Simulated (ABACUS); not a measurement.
# Sc (P6_3/mmc) in ABACUS: single point with WC

Aim: the single point of Sc with WC.

Everything below comes from runs of ABACUS 3.10.1. Logs are shortened: lines on timing, memory, paths and dates and some standing lists are left out, and cuts for length are marked.

### Step 1. The crystal as given

The structure is hexagonal, space group P6_3/mmc (No. 194). The conventional cell has a = 3.309 Å, b = 3.309 Å, c = 5.273 Å, α = 90.00°, β = 90.00°, γ = 120.00°. Sc (site symmetry -6m2) has 12 Sc at 3.26 to 3.31 Å as nearest neighbours.

### Step 2. Single point, WC

Contents of run_abacus.py:

```python
"""ABACUS run from a structure file: ASE reads it, the script writes STRU, KPT and INPUT."""
import re
import subprocess
import spglib
from ase import Atoms
from ase.io import read
from ase.units import Bohr

atoms = read("Sc.cif")
cell, frac, numbers = spglib.standardize_cell((atoms.cell[:], atoms.get_scaled_positions(), atoms.numbers), to_primitive=True, symprec=1e-4)
atoms = Atoms(numbers=numbers, cell=cell, scaled_positions=frac, pbc=True)  # the primitive cell
atoms = atoms[(-atoms.numbers).argsort(kind="stable")]  # ABACUS lists atoms element by element
pseudo = {'Sc': 'Sc.upf'}
orbital = {}
magmoms = None
kmesh = [7, 7, 4]
params = {
    'suffix': 'Sc',
    'calculation': 'scf',
    'basis_type': 'pw',
    'pseudo_dir': './',
    'symmetry': 1,
    'dft_functional': 'wc',
    'ecutwfc': 79,
    'pseudo_rcut': 10,
    'nspin': 1,
    'nbands': 21,
    'ks_solver': 'dav',
    'smearing_method': 'fd',
    'smearing_sigma': 0.00367493,
    'scf_thr': 1e-08,
    'scf_nmax': 100,
    'mixing_type': 'broyden',
    'mixing_beta': 0.7,
    'cal_force': 1,
    'cal_stress': 1,
    'out_chg': 1,
    'kpar': 4,
}

symbols = atoms.get_chemical_symbols()
elements = list(dict.fromkeys(symbols))
lines = ["ATOMIC_SPECIES"] + [f"{e} {atoms.get_masses()[symbols.index(e)]:.4f} {pseudo[e]}" for e in elements]
if orbital:
    lines += ["", "NUMERICAL_ORBITAL"] + [orbital[e] for e in elements]
lines += ["", "LATTICE_CONSTANT", f"{1 / Bohr:.10f}", "", "LATTICE_VECTORS"]
lines += [" ".join(f"{x:.10f}" for x in v) for v in atoms.cell]
lines += ["", "ATOMIC_POSITIONS", "Direct"]
for e in elements:
    lines += ["", e, "0.0", str(symbols.count(e))]
    for i, p in enumerate(atoms.get_scaled_positions(wrap=False)):
        if symbols[i] == e:
            mag = "" if magmoms is None else " mag " + " ".join(str(x) for x in (magmoms[i] if isinstance(magmoms[i], list) else [magmoms[i]]))
            lines.append(" ".join(f"{x:.10f}" for x in p) + " 1 1 1" + mag)
open("STRU", "w").write("\n".join(lines) + "\n")
open("KPT", "w").write("K_POINTS\n0\nGamma\n%d %d %d 0 0 0\n" % tuple(kmesh))
open("INPUT", "w").write("INPUT_PARAMETERS\n" + "".join(f"{k:<20s}{v}\n" for k, v in params.items()))

done = subprocess.run(['mpirun', '-np', '4', 'abacus'])
if done.returncode:
    raise SystemExit(done.returncode)
log = open("OUT.Sc/running_scf.log").read()
print("final energy (eV):", re.findall(r"FINAL_ETOT_IS (\S+)", log))
```

Contents of Sc.cif:

```cif
data_Sc
_cell_length_a 3.30900000
_cell_length_b 3.30900000
_cell_length_c 5.27330000
_cell_angle_alpha 90.00000000
_cell_angle_beta 90.00000000
_cell_angle_gamma 120.00000000
_space_group_name_H-M_alt 'P6_3/mmc'
_space_group_name_Hall '-P 6c 2c'
_space_group_IT_number 194
loop_
_space_group_symop_operation_xyz
'x,y,z'
'-x,-y,-z'
'x-y,x,z+1/2'
'-x+y,-x,-z+1/2'
'-y,x-y,z'
'y,-x+y,-z'
'-x,-y,z+1/2'
'x,y,-z+1/2'
'-x+y,-x,z'
'x-y,x,-z'
'y,-x+y,z+1/2'
'-y,x-y,-z+1/2'
'-y,-x,-z+1/2'
'y,x,z+1/2'
'-x,-x+y,-z'
'x,x-y,z'
'-x+y,y,-z+1/2'
'x-y,-y,z+1/2'
'y,x,-z'
'-y,-x,z'
'x,x-y,-z+1/2'
'-x,-x+y,z+1/2'
'x-y,-y,-z'
'-x+y,y,z'
loop_
_atom_site_label
_atom_site_type_symbol
_atom_site_symmetry_multiplicity
_atom_site_Wyckoff_symbol
_atom_site_fract_x
_atom_site_fract_y
_atom_site_fract_z
_atom_site_occupancy
Sc1 Sc 2 c 0.6666666667 0.3333333333 0.7500000000 1
```

Potentials or basis: PseudoDojo NC SR 0.5 PBE stringent, plane waves.

Command:

```bash
$ OMP_NUM_THREADS=1 python run_abacus.py > log
```

running log:

```text
ABACUS v3.10.1

               Atomic-orbital Based Ab-initio Computation at UStc

 ------------------------------------------------------------------------------------

 READING GENERAL INFORMATION
                           global_out_dir = OUT.Sc/
                           global_in_card = INPUT
                               pseudo_dir = ./
                              orbital_dir =
                                    DSIZE = 4
                                    GSIZE = 1

 READING UNITCELL INFORMATION
                                    ntype = 1
                  lattice constant (Bohr) = 1.88973
              lattice constant (Angstrom) = 1

 READING ATOM TYPE 1
                               atom label = Sc
                      L=0, number of zeta = 1
                      L=1, number of zeta = 1
                      L=2, number of zeta = 1
             number of atom for this type = 2

                        TOTAL ATOM NUMBER = 2
DIRECT COORDINATES
    atom                   x                   y                   z     mag                  vx                  vy                  vz
taud_Sc1            0.6666666667        0.3333333333        0.7500000000  0.0000        0.0000000000        0.0000000000        0.0000000000
taud_Sc2            0.3333333333        0.6666666667        0.2500000000  0.0000        0.0000000000        0.0000000000        0.0000000000

                          Volume (Bohr^3) = 337.445
                             Volume (A^3) = 50.0042

 Lattice vectors: (Cartesian coordinate: in unit of a_0)
               +3.309                  +0                  +0
              -1.6545            +2.86568                  +0
                   +0                  +0             +5.2733
 Reciprocal vectors: (Cartesian coordinate: in unit of 2 pi/a_0)
            +0.302206           +0.174479                  -0
                   -0           +0.348958                  -0
                   +0                  -0           +0.189635
 The esolver type has been set to : ksdft_pw

                PAO radial cut off (Bohr) = 10

 Read in pseudopotential file is Sc.upf
                     pseudopotential type = NC
          exchange-correlation functional = PBE
                 nonlocal core correction = 1
                        valence electrons = 11
                                     lmax = 2
                           number of zeta = 4
                     number of projectors = 6
                           L of projector = 0
                           L of projector = 0
                           L of projector = 1
                           L of projector = 1
                           L of projector = 2
                           L of projector = 2
 XC functional updated to : wc
          exchange-correlation functional = WC
     initial pseudo atomic orbital number = 20

 SETUP THE ELECTRONS NUMBER
            electron number of element Sc = 11
      total electron number of element Sc = 22
            AUTOSET number of electrons:  = 22
                           occupied bands = 11
                                   NBANDS = 21
                                   NLOCAL = 18

%%%%%%%%%%%%%%%%%%%%%%%%%%%%%%%%%%%%%%%%%%%%%%%%%%%%%%%%%%%%%%%%%%%%%%%%%%%%%%%%%%%%%%%%%%%%%%%%%%%%%%%%%%
 Warning: the number of valence electrons in pseudopotential > 3 for Sc: [Ar] 3d1 4s2
 Pseudopotentials with additional electrons can yield (more) accurate outcomes, but may be less efficient.
 If you're confident that your chosen pseudopotential is appropriate, you can safely ignore this warning.
%%%%%%%%%%%%%%%%%%%%%%%%%%%%%%%%%%%%%%%%%%%%%%%%%%%%%%%%%%%%%%%%%%%%%%%%%%%%%%%%%%%%%%%%%%%%%%%%%%%%%%%%%%

 SETUP THE PLANE WAVE BASIS
 energy cutoff for charge/potential (unit:Ry) = 316
            fft grid for charge/potential = [ 36, 36, 60 ]
                        fft grid division = [ 1, 1, 1 ]
        big fft grid for charge/potential = [ 36, 36, 60 ]
                                     nbxx = 77760
                                     nrxx = 77760

 SETUP PLANE WAVES FOR CHARGE/POTENTIAL
                    number of plane waves = 32055
                         number of sticks = 847

 PARALLEL PW FOR CHARGE/POTENTIAL
     PROC   COLUMNS(POT)             PW
        1            847          32055
 --------------- sum -------------------
        1            847          32055
                            number of |g| = 1536
                                  max |g| = 28.5838
                                  min |g| = 0

----------- Double Check Mixing Parameters Begin ------------
mixing_type: broyden
mixing_beta: 0.7
[... 44 lines left out ...]
                                       S1 = 7
                                       S3 = 2
                                       S4 = 0
                                       S6 = 2
               POINT GROUP IN SPACE GROUP = D_6h

 SETUP K-POINTS
                                    nspin = 1
                   Input type of k points = Monkhorst-Pack(Gamma)
                                   nkstot = 196
                       right hand lattice = 1
(for reciprocal lattice: )
                             BRAVAIS TYPE = 4
                     BRAVAIS LATTICE NAME = 04. Hexagonal cell
                                    ibrav = 4
                       right hand lattice = 1
(for k-lattice: )
                             BRAVAIS TYPE = 4
                     BRAVAIS LATTICE NAME = 04. Hexagonal cell
                                    ibrav = 4
                       right hand lattice = 1
                        ROTATION MATRICES = 24
                               nkstot_ibz = 24
K-POINTS REDUCTION ACCORDING TO SYMMETRY
     IBZ    DIRECT_X    DIRECT_Y    DIRECT_Z  WEIGHT  ibz2bz
       1  0.00000000  0.00000000  0.00000000  0.0051       0
       2 -0.14285714  0.14285714  0.00000000  0.0306       1
       3 -0.28571429  0.28571429  0.00000000  0.0306       2
       4 -0.42857143  0.42857143  0.00000000  0.0306       3
       5 -0.14285714  0.28571429  0.00000000  0.0306       8
       6 -0.28571429  0.42857143  0.00000000  0.0612       9
[... 16 lines left out ...]
      23  0.42857143  0.42857143  0.50000000  0.0306     108
      24  0.42857143  0.28571429  0.50000000  0.0306     114

                               nkstot now = 24
[... K-POINTS DIRECT COORDINATES: 24 rows ...]

           k-point number in this process = 6
       minimum distributed K point number = 6
[... stars of the k points ...]

[... K-POINTS CARTESIAN COORDINATES: 6 rows ...]

[... K-POINTS DIRECT COORDINATES: 6 rows ...]

 SETUP PLANE WAVES FOR WAVE FUNCTIONS
     energy cutoff for wavefunc (unit:Ry) = 79
              fft grid for wave functions = [ 36, 36, 60 ]
                    number of plane waves = 4697
                         number of sticks = 241

 PARALLEL PW FOR WAVE FUNCTIONS
     PROC   COLUMNS(POT)             PW
        1            241           4697
 --------------- sum -------------------
        1            241           4697

 SETUP NONLOCAL PSEUDOPOTENTIALS IN PLANE WAVE BASIS
 Sc non-local projectors:
 projector 1 L=0
 projector 2 L=0
 projector 3 L=1
 projector 4 L=1
 projector 5 L=2
 projector 6 L=2
      TOTAL NUMBER OF NONLOCAL PROJECTORS = 36

 Init Non-Local PseudoPotential table :
 Init Non-Local-Pseudopotential done.

                                     npwx = 4008

 Make real space PAO into reciprocal space.
       max mesh points in Pseudopotential = 1001
     dq(describe PAO in reciprocal space) = 0.01
                                    max q = 1071

 number of pseudo atomic orbitals for Sc is 4
WARNING: norm of atomic wavefunction # 3 of atomic type Sc is 0.999925, renormalized
WARNING: norm of atomic wavefunction # 4 of atomic type Sc is 0.999377, renormalized

 -------------------------------------------
 SELF-CONSISTENT
 -------------------------------------------
                                 init_chg = atomic

 PW ALGORITHM --------------- ION=   1  ELEC=   1--------------------------------

 Notice: Threshold on eigenvalues was too large.
 hsover_error=0.22 > DRHO=0.0287767
 Origin diag ethr = 0.01
 New diag ethr = 0.000130803

 Density error is 0.029184024506
                          Error Threshold = 0.00013080322176
----------------------------------------------------------
     Energy           Rydberg                 eV
----------------------------------------------------------
 E_KohnSham     -193.3833638496      -2631.1156467620
 E_Harris       -195.1174609099      -2654.7092476673
 E_Fermi        0.6772902042         9.2150059766
----------------------------------------------------------
[... 63 lines left out ...]
 Density error is 1.35072806264e-09
                          Error Threshold = 4.59461942146e-11
----------------------------------------------------------
     Energy           Rydberg                 eV
----------------------------------------------------------
 E_KohnSham     -193.3907867875      -2631.2166410135
 E_KS(sigma->0) -193.3896780913      -2631.2015564268
 E_Harris       -193.3905465640      -2631.2133726045
 E_band         -25.1913053834       -342.7452932717
 E_one_elec     -77.0823236640       -1048.7588169105
 E_Hartree      42.2863988859        575.3359727489
 E_xc           -32.1170816229       -436.9753132029
 E_Ewald        -126.4755629939      -1720.7883144756
 E_entropy(-TS) -0.0022173926        -0.0301691735
 E_descf        0.0000000000         0.0000000000
 E_exx          0.0000000000         0.0000000000
 E_Fermi        0.6605080102         8.9866725131
----------------------------------------------------------

 charge density convergence is achieved
 final etot is -2631.216641 eV
 EFERMI = 8.9866725131 eV

 STATE ENERGY(eV) AND OCCUPATIONS    NSPIN == 1
 1/6 kpoint (Cartesian) = 0.0000 0.0000 0.0000 (4007 pws)
       1       -40.3677      0.0102041
       2       -40.3057      0.0102041
       3       -19.1950      0.0102041
       4       -18.8705      0.0102041
       5       -18.8705      0.0102041
       6       -18.8131      0.0102041
[... 128 lines left out ...]
      20        15.5287    1.83967e-58
      21        15.9731    2.54015e-62

------------------------------------------------------------------------------------------
 TOTAL-FORCE (eV/Angstrom)
------------------------------------------------------------------------------------------
                       Sc1         0.0000000000         0.0000000000         0.0000000000
                       Sc2         0.0000000000         0.0000000000         0.0000000000
------------------------------------------------------------------------------------------

----------------------------------------------------------------
 TOTAL-STRESS (KBAR)
----------------------------------------------------------------
       -22.0550242154         0.0000000000         0.0000000000
         0.0000000000       -22.0550242157         0.0000000000
         0.0000000000         0.0000000000       -45.3104487593
----------------------------------------------------------------
 TOTAL-PRESSURE: -29.806832 KBAR

 --------------------------------------------
 !FINAL_ETOT_IS -2631.2166410135268961 eV
 --------------------------------------------
```

It took 4 s on 4 MPI ranks of AMD EPYC 9R45 (Zen 5), shared host; peak memory 0.4 GiB.

Results:

```
Free energy            : -2631.2166 eV
Pressure               : -3.0 GPa
Band gap on the k mesh : none (metal or under the smearing width)
```

Levels at points of the mesh, in eV from the Fermi level:
| k point | band 7 | band 8 | band 9 | band 10 | band 11 | band 12 | band 13 | band 14 |
| --- | --- | --- | --- | --- | --- | --- | --- | --- |
| (0.00, 0.00, 0.00) | -27.80 | -27.78 | -5.12 | -1.67 | 0.43 | 1.60 | 1.60 | 1.71 |
| (0.00, 0.00, 0.50) | -27.83 | -27.83 | -3.64 | -3.64 | 0.89 | 0.89 | 1.54 | 1.54 |

Caveat: the potentials were made for another functional, which shifts forces and pressure.
